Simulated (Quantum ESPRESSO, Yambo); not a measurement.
# SiC (F-43m): G0W0 with Yambo, start to end, part 2 of 3

Aim: the G0W0 gap of SiC (F-43m) on PBE, step by step.

Quantum ESPRESSO 7.5 and Yambo 5.3.0; PBE and many-body steps on it, plane waves. Known limits of the many-body steps: not at the basis limit; coarse k mesh.

So far. Step 2 (Ground state): The gap is indirect, with the least direct gap 3.19 eV higher. Step 3 (Bands along the symmetry lines): The gap is 1.361 eV, as in the run before at this level.

### Step 4. Empty states on the mesh, 4×4×4 mesh, 50 bands

Level of this step: DFT, PBE, plane waves, norm-conserving pseudopotentials (Quantum ESPRESSO).

The sums over transitions need many empty states on a uniform mesh; this step solves for them.

Contents of pw.in:

```
&control
  calculation = 'nscf'
  prefix = 'x'
  outdir = 'o'
  pseudo_dir = 'pseudo'
/
&system
  ibrav = 0
  nat = 2
  ntyp = 2
  ecutwfc = 74.0
  nbnd = 50
  force_symmorphic = .true.
/
&electrons
  conv_thr = 1e-9
  electron_maxstep = 80
  diago_full_acc = .true.
  diago_thr_init = 5e-6
/
ATOMIC_SPECIES
  Si 28.085 Si.upf
  C 12.011 C.upf
CELL_PARAMETERS angstrom
  -0.0000000000 2.1790000000 2.1790000000
  2.1790000000 -0.0000000000 2.1790000000
  2.1790000000 2.1790000000 -0.0000000000
ATOMIC_POSITIONS crystal
  Si 0.0000000000 0.0000000000 0.0000000000
  C 0.2500000000 0.2500000000 0.2500000000
K_POINTS automatic
  4 4 4 0 0 0
```

On the command line:

```
OMP_NUM_THREADS=1 mpirun -n 4 pw.x -nk 4 -in pw.in > pw.out
```

Log:

```text
[banner, memory and clock lines left out]
Program PWSCF v.7.5 starts

     Atomic positions and unit cell read from directory:
     o/x.save/

     Message from routine setup:
     using ibrav=0 with symmetry is DISCOURAGED, use correct ibrav instead

     G-vector sticks info

     bravais-lattice index     =            0
     lattice parameter (alat)  =       5.8233  a.u.
     unit-cell volume          =     139.6363 (a.u.)^3
     number of atoms/cell      =            2
     number of atomic types    =            2
     number of electrons       =         8.00
     number of Kohn-Sham states=           50
     kinetic-energy cutoff     =      74.0000  Ry
     charge density cutoff     =     296.0000  Ry
     Exchange-correlation= PBE
                           (   1   4   3   4   0   0   0)

     celldm(1)=   5.823326  celldm(2)=   0.000000  celldm(3)=   0.000000
     celldm(4)=   0.000000  celldm(5)=   0.000000  celldm(6)=   0.000000

     crystal axes: (cart. coord. in units of alat)
               a(1) = (  -0.000000   0.707107   0.707107 )
               a(2) = (   0.707107  -0.000000   0.707107 )
               a(3) = (   0.707107   0.707107  -0.000000 )

     reciprocal axes: (cart. coord. in units 2 pi/alat)
               b(1) = ( -0.707107  0.707107  0.707107 )
               b(2) = (  0.707107 -0.707107  0.707107 )
               b(3) = (  0.707107  0.707107 -0.707107 )
     Pseudo is Norm-conserving + core correction, Zval =  4.0
     Generated using ONCVPSP code by D. R. Hamann
     Using radial grid of 1510 points,  6 beta functions with:
     Pseudo is Norm-conserving + core correction, Zval =  4.0
     Generated using ONCVPSP code by D. R. Hamann
     Using radial grid of 1248 points,  4 beta functions with:
     Si                4.00    28.08500     Si( 1.00)
     C                 4.00    12.01100     C ( 1.00)

     24 Sym. Ops. (no inversion) found

   Cartesian axes

     site n.     atom                  positions (alat units)
         1        Si     tau(   1) = (   0.0000000   0.0000000   0.0000000  )
         2        C      tau(   2) = (   0.3535534   0.3535534   0.3535534  )

     number of k points=     8
                       cart. coord. in units 2pi/alat
        k(    1) = (   0.0000000   0.0000000   0.0000000), wk =   0.0312500
        k(    2) = (   0.1767767   0.1767767  -0.1767767), wk =   0.2500000
        k(    3) = (  -0.3535534  -0.3535534   0.3535534), wk =   0.1250000
[...]
k(    7) = (  -0.7071068   0.0000000   0.0000000), wk =   0.0937500
        k(    8) = (  -0.7071068   0.3535534   0.0000000), wk =   0.1875000

     Dense  grid:    12039 G-vectors     FFT dimensions: (  32,  32,  32)

     The potential is recalculated from file :
     o/x.save/charge-density

     Starting wfcs are    8 randomized atomic wfcs +   42 random wfcs

     Band Structure Calculation

     End of band structure calculation

          k = 0.0000 0.0000 0.0000 (  1459 PWs)   bands (ev):

    -5.9135   9.4961   9.4961   9.4961  15.7194  16.8074  16.8074  16.8074
    24.0247  24.0247  25.9551  26.7794  26.7794  26.7794  33.0140  43.0988
    43.0988  43.0988  51.0830  51.0830  51.0830  52.3680  52.3680  57.2867
[...]
82.8659  82.8659

          k = 0.1768 0.1768-0.1768 (  1489 PWs)   bands (ev):

[...]
91.8202  91.8202

          k =-0.3536-0.3536 0.3536 (  1502 PWs)   bands (ev):

[...]
67.3231  70.3832  74.4699  74.9168  74.9168  76.7796  76.7796  78.5456
    83.7103  84.4806  84.4806  90.2903  90.2903  92.1546  92.1546  92.5440
    93.9115  93.9115

          k = 0.3536 0.0000 0.0000 (  1491 PWs)   bands (ev):

     [... further k-points ...]

     highest occupied, lowest unoccupied level (ev):     9.4961   10.8574

     XML data file, pseudopotentials, collected wavefunctions
```

Wall time 1.4 s (4 MPI ranks of Arm Neoverse V1, shared host); peak memory 0.05 GiB.

Numbers from this step:

| Property | Result |
| --- | --- |
| gap | 1.361 eV |
| k of the valence top | 0, 0, 0 |
| k of the conduction bottom | 0, -0.5, -0.5 |
| least direct gap | 4.553 eV |
| k points computed | 8 |
| lowest point of the top converged band, above the valence top | 73.3698 eV |

On this mesh the gap is 1.361 eV.

### Step 5. Conversion and set-up

This step: Yambo 5.3.0; conversion and set-up on PBE, plane waves, norm-conserving pseudopotentials.

The states are converted to the many-body program's format and the q mesh is built.

On the command line:

```
(cd o/x.save; p2y > p2y.log; mv SAVE ../..); yambo > setup.log
```

Log:

```text
 Yambo, version 5.3.0

 [02] CORE Variables Setup
 =========================

  [02.01] Unit cells
  ==================

  Cell kind             :  FCC
  Atoms in the cell     :  Si  C
  number of Si atoms    :  1
  number of C  atoms    :  1

  List of atomic masses
  Mass of Si    :  28.08500
  Mass of C     :  12.01100

  List of atomic coordinates    : [cc]
  Si1       :  0.000000  0.000000  0.000000  order 1
  C1       :  2.058857  2.058857  2.058857  order 2

  Alat factors          :  4.117713  4.117713  4.117713 [a.u.]
  Direct lattice volume :  139.6363 [a.u.]
  Direct lattice vectors:  A[ 1 ]  A[ 2 ]  A[ 3 ]
   A[ 1 ]: -0.000000  1.000000  1.000000  [iru]
  -0.000000  4.117713  4.117713  [cc]
   A[ 2 ]:  1.000000 -0.000000  1.000000  [iru]
   4.117713 -0.000000  4.117713  [cc]
   A[ 3 ]:  1.000000  1.000000 -0.000000  [iru]
   4.117713  4.117713 -0.000000  [cc]

  Recip. lattice volume :  1.776402 [a.u.]
  Recip. lattice vectors:  B[ 1 ]  B[ 2 ]  B[ 3 ]
   B[ 1 ]: -0.500000  0.500000  0.500000  [iku]
  -0.762946  0.762946  0.762946  [cc]
   B[ 2 ]:  0.500000 -0.500000  0.500000  [iku]
   0.762946 -0.762946  0.762946  [cc]
   B[ 3 ]:  0.500000  0.500000 -0.500000  [iku]
   0.762946  0.762946 -0.762946  [cc]

  [02.02] Symmetries
  ==================

  Inversion symmetry    : yes
  Spatial inversion     : no
  Inversion index       :  25
  K-space Time-reversal : yes
  Magnetic symmetries   : no
  Time-reversal derived K-space symmetries:   25   48
  Group table correct   : yes
  Symmetries units      :  [cc]

   [S  1]:   1.0000      0.53036E-18  0.53036E-18  0.53036E-18   1.0000     -0.53036E-18 -0.53036E-18 -0.53036E-18   1.0000
   [S  2]:  -1.0000     -0.53036E-18  0.53036E-18 -0.53036E-18  -1.0000     -0.53036E-18  0.53036E-18  0.53036E-18   1.0000
   [S  3]:  -1.0000      0.53036E-18 -0.53036E-18 -0.53036E-18   1.0000      0.53036E-18  0.53036E-18 -0.53036E-18  -1.0000
[...]
[S  9]:  0.53036E-18   1.0000      0.53036E-18 -0.53036E-18  0.53036E-18   1.0000       1.0000     -0.53036E-18 -0.53036E-18
   [S 10]:  0.53036E-18  -1.0000     -0.53036E-18 -0.53036E-18 -0.53036E-18  -1.0000       1.0000      0.53036E-18  0.53036E-18
     [... 36 further rows ...]
   [S*47]:   1.0000      0.53036E-18 -0.53036E-18  0.53036E-18 -0.53036E-18  -1.0000     -0.53036E-18   1.0000      0.53036E-18
   [S*48]:   1.0000     -0.53036E-18  0.53036E-18  0.53036E-18  0.53036E-18   1.0000     -0.53036E-18  -1.0000     -0.53036E-18

  [02.03] Reciprocal space
  ========================

  nG shells         :  171
  nG charge         :  12039
  nG WFs            :  1909
  nC WFs            :  1524
  G-vecs. in first 17 shells:  [ Number ]
     1    9   15   27   51   59   65   89  113
    137   169   181   229   259   283   307   331
  ...
  Shell energy in first 17 shells:  [ mHa ]
[...]
K_min[ 3 ] : -0.95379E-17  0.25000      0.10718E-16 [rlu]
  Grid dimensions      :   4   4   4
  K lattice UC volume  :  0.027756 [a.u.]

  IBZ K-points                                      :   8
  BZ  K-points                                      :   64

  K/Q-points units:
  rlu = crystal or reduced units; cc = cartesian coordinates; iku = interal k-units

  K [1]          [rlu]:  0.000000  0.000000  0.000000
         WF components:  1459
  K [2]          [rlu]:  0.95379E-17  0.95379E-17  0.25000
         WF components:  1489
  K [3]          [rlu]: -0.19076E-16 -0.19076E-16 -0.50000
         WF components:  1502
  K [4]          [rlu]:  0.23594E-17  0.25000      0.25000
         WF components:  1491
  K [5]          [rlu]:  0.77657E-17  0.25000     -0.50000
         WF components:  1498
  [... 2 further k-points ...]
  K [8]          [rlu]:  0.250000 -0.500000 -0.250000
         WF components:  1480

  [02.05] Energies & Occupations
  ==============================

  [X] === General ===
  [X] Electronic Temperature                        :  0.000000  0.000000 [eV K]
  [X] Bosonic    Temperature                        :  0.000000  0.000000 [eV K]
  [X] Finite Temperature mode                       : no
  [X] El. density                                   :  0.38662E+24 [cm-3]
  [X] Fermi Level                                   :  9.496076 [eV]

  [X] === Gaps and Widths ===
  [X] Conduction Band Min                           :  1.361350 [eV]
  [X] Valence Band Max                              :  0.000000 [eV]
  [X] Filled Bands                                  :   4
  [X] Empty Bands                                   :    5   50
  [X] Direct Gap                                    :  4.552957 [eV]
  [X] Direct Gap localized at k                     :   7
  [X] Indirect Gap                                  :  1.361350 [eV]
  [X] Indirect Gap between kpts                     :   1   7
  [X] Last valence band width                       :  4.691459 [eV]
  [X] 1st conduction band width                     :  4.862001 [eV]

  E @ K [1]:  [eV]
   -15.4096    -0.512815E-8 -0.318438E-8   0.00000      6.22335      7.31127      7.31127      7.31127
  occ @ K [1]
[...]
E @ K [2]:  [eV]
[...]
occ @ K [2]
[...]
E @ K [3]:  [eV]
[...]
occ @ K [3]
[...]
E @ K [4]:  [eV]
[...]
occ @ K [4]
[...]
E @ K [5]:  [eV]
[...]
occ @ K [5]
[...]
[... 2 further k-points ...]
  E @ K [8]:  [eV]
  -10.16196  -7.02712  -4.99241  -4.69146   5.21387   9.43879   9.45429   9.79475
  occ @ K [8]
   2.000000  2.000000  2.000000  2.000000  0.000000  0.000000  0.000000  0.000000

 [03] Transferred momenta grid and indexing
 ==========================================

 IBZ Q-points                                      :   8
 BZ  Q-points                                      :   64

 K/Q-points units:
 rlu = crystal or reduced units; cc = cartesian coordinates; iku = interal k-units

 Q [1]          [rlu]:  0.000000  0.000000  0.000000
 Q [2]          [rlu]: -0.86518E-17 -0.86518E-17  0.25000
 Q [3]          [rlu]:  0.17304E-16  0.17304E-16 -0.50000
[...]
Q [7]          [rlu]: -0.47188E-17 -0.50000     -0.50000
 Q [8]          [rlu]:  0.250000 -0.500000 -0.250000

  [03.01] X indexes
  =================

   [03.01.01] Sigma indexes
   ========================

 [06] Game Over & Game summary
```

The job ended after 2 s (1 MPI rank; peak memory 0.23 GiB).

(Part 2 of 3 ends here.)

[Paths, hosts, dates, memory and timing lines, banners, echoed tables and standing remarks are left out of the program output.]

[Logs are printed without paths, hosts, clocks, repeated set-up lines and the standing remarks that a program may print on its own settings, such as how far it seeks lower states.]

[Runs of the session that timed out or met a known fault of the program may be left out.]

[Hosts, paths, dates, database ids (printed as entryN), source tags and the programs' standing remarks are cut or masked in the printed files.]
